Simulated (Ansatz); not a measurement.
# InGa15N16: the cost of one run

Computed with Ansatz 0.2.0 (DFT PBEsol, scalar-relativistic, plane waves, PAW, unless a step's input says otherwise).

That is the level of the relaxation; later steps name their own.

2 further runs of the same task are left out: 2 set aside as unsound or not needed.

### 1 Starting point

The structure is trigonal, space group P3m1 (No. 156). The conventional cell has a = 6.409 Å, b = 6.409 Å, c = 10.441 Å, α = 90.00°, β = 90.00°, γ = 120.00°. In (site symmetry 3m) is surrounded by 4 N at 2.09 to 2.12 Å. Around Ga (site symmetry 3m) lie 4 N at 1.96 to 1.97 Å. Around Ga (site symmetry m) lie 4 N at 1.92 to 1.97 Å. Ga (site symmetry m) has 4 N at 1.95 to 1.96 Å as nearest neighbours. Ga (site symmetry m) is surrounded by 4 N at 1.94 to 1.96 Å. Ga (site symmetry 3m) has 4 N at 1.96 Å as nearest neighbours. Around Ga (site symmetry 3m) lie 4 N at 1.95 to 1.97 Å. Only part of the 16 independent sites is listed.

Structure file:

```cif
data_structure
_symmetry_space_group_name_H-M 'P 1'
_symmetry_Int_Tables_number 1
_cell_length_a 6.4094
_cell_length_b 6.4094
_cell_length_c 10.4412
_cell_angle_alpha 90.000
_cell_angle_beta 90.000
_cell_angle_gamma 120.000
_cell_volume 371.47
loop_
_atom_site_label
_atom_site_type_symbol
_atom_site_fract_x
_atom_site_fract_y
_atom_site_fract_z
_atom_site_occupancy
In1 In 0.83333 0.16667 0.49878 1
Ga1 Ga 0.83333 0.16667 0.00052 1
Ga2 Ga 0.33422 0.16844 0.50124 1
Ga3 Ga 0.33257 0.16513 0.00019 1
Ga4 Ga 0.83156 0.66578 0.50124 1
Ga5 Ga 0.83487 0.66743 0.00019 1
Ga6 Ga 0.33422 0.66578 0.50124 1
Ga7 Ga 0.33257 0.66743 0.00019 1
Ga8 Ga 0.16991 0.33495 0.24659 1
Ga9 Ga 0.16964 0.33482 0.75366 1
Ga10 Ga 0.66505 0.33495 0.24659 1
Ga11 Ga 0.66518 0.33482 0.75366 1
Ga12 Ga 0.16667 0.83333 0.25147 1
Ga13 Ga 0.16667 0.83333 0.75015 1
Ga14 Ga 0.66505 0.83009 0.24659 1
Ga15 Ga 0.66518 0.83036 0.75366 1
N1 N 0.83333 0.16667 0.29609 1
N2 N 0.83333 0.16667 0.81177 1
N3 N 0.33373 0.16746 0.31230 1
N4 N 0.33223 0.16446 0.81366 1
N5 N 0.83254 0.66627 0.31230 1
N6 N 0.83554 0.66777 0.81366 1
N7 N 0.33373 0.66627 0.31230 1
N8 N 0.33223 0.66777 0.81366 1
N9 N 0.16830 0.33415 0.05969 1
N10 N 0.18634 0.34317 0.56802 1
N11 N 0.66585 0.33415 0.05969 1
N12 N 0.65683 0.34317 0.56802 1
N13 N 0.16667 0.83333 0.06368 1
N14 N 0.16667 0.83333 0.56150 1
N15 N 0.66585 0.83170 0.05969 1
N16 N 0.65683 0.81366 0.56802 1
```

This cell was relaxed beforehand with the same method: volume 11.61 Å³/atom, gap on the mesh 1.62 eV.

### 2 Band edges over the whole zone

File input.yaml:

```yaml
crystal:
  lattice:
    - [6.4094451231, -2.9e-09, 0.0]
    - [-3.2047225641, -5.5507422993, 0.0]
    - [0.0, 0.0, -10.4412379428]
  atoms:
    - { symbol: In, position: [0.8333333333, 0.1666666667, 0.498777636] }
    - { symbol: Ga, position: [0.8333333333, 0.1666666667, 0.0005187594] }
    - { symbol: Ga, position: [0.3342200083, 0.1684400166, 0.5012414399] }
    - { symbol: Ga, position: [0.3325673487, 0.1651346974, 0.0001929884] }
    - { symbol: Ga, position: [0.8315599834, 0.6657799917, 0.5012414399] }
    - { symbol: Ga, position: [0.8348653026, 0.6674326513, 0.0001929884] }
    - { symbol: Ga, position: [0.3342200083, 0.6657799917, 0.5012414399] }
    - { symbol: Ga, position: [0.3325673487, 0.6674326513, 0.0001929884] }
    - { symbol: Ga, position: [0.1699076146, 0.3349538073, 0.2465853121] }
    - { symbol: Ga, position: [0.169642488, 0.334821244, 0.7536638029] }
    - { symbol: Ga, position: [0.6650461927, 0.3349538073, 0.2465853121] }
    - { symbol: Ga, position: [0.665178756, 0.334821244, 0.7536638029] }
    - { symbol: Ga, position: [0.1666666667, 0.8333333333, 0.2514728814] }
    - { symbol: Ga, position: [0.1666666667, 0.8333333333, 0.7501452657] }
    - { symbol: Ga, position: [0.6650461927, 0.8300923854, 0.2465853121] }
    - { symbol: Ga, position: [0.665178756, 0.830357512, 0.7536638029] }
    - { symbol: "N", position: [0.8333333333, 0.1666666667, 0.2960939732] }
    - { symbol: "N", position: [0.8333333333, 0.1666666667, 0.8117749099] }
    - { symbol: "N", position: [0.3337323397, 0.1674646794, 0.3122967753] }
    - { symbol: "N", position: [0.3322319138, 0.1644638276, 0.8136560021] }
    - { symbol: "N", position: [0.8325353206, 0.6662676603, 0.3122967753] }
    - { symbol: "N", position: [0.8355361724, 0.6677680862, 0.8136560021] }
    - { symbol: "N", position: [0.3337323397, 0.6662676603, 0.3122967753] }
    - { symbol: "N", position: [0.3322319138, 0.6677680862, 0.8136560021] }
    - { symbol: "N", position: [0.1683032777, 0.3341516389, 0.0596942402] }
    - { symbol: "N", position: [0.1863387085, 0.3431693543, 0.5680166516] }
    - { symbol: "N", position: [0.6658483611, 0.3341516389, 0.0596942402] }
    - { symbol: "N", position: [0.6568306457, 0.3431693543, 0.5680166516] }
    - { symbol: "N", position: [0.1666666667, 0.8333333333, 0.0636752188] }
    - { symbol: "N", position: [0.1666666667, 0.8333333333, 0.5614997179] }
    - { symbol: "N", position: [0.6658483611, 0.8316967223, 0.0596942402] }
    - { symbol: "N", position: [0.6568306457, 0.8136612915, 0.5680166516] }
basis:
  ecutwfc: 420
kpoints:
  mp_grid: { grid: [6, 6, 4] }
  band_path: { path: [VBM, CBM], npoints: 2 }
hamiltonian:
  xc: pbesol
scf:
  occupations: { method: gaussian, width: 0.02 }
output:
  forces: true
  stress: true
  eigenvalues: true
```

Launch:

```
> ansatz run input.yaml --threads 8 --pin off --max-ram 22528MiB --backend cpu --events-out ev --progress --plain --runs-dir out
```

What time and memory should one allow on 8 threads of Intel Xeon 6975P-C (Granite Rapids), shared host?

About 58 s, with a peak of 4 GiB.
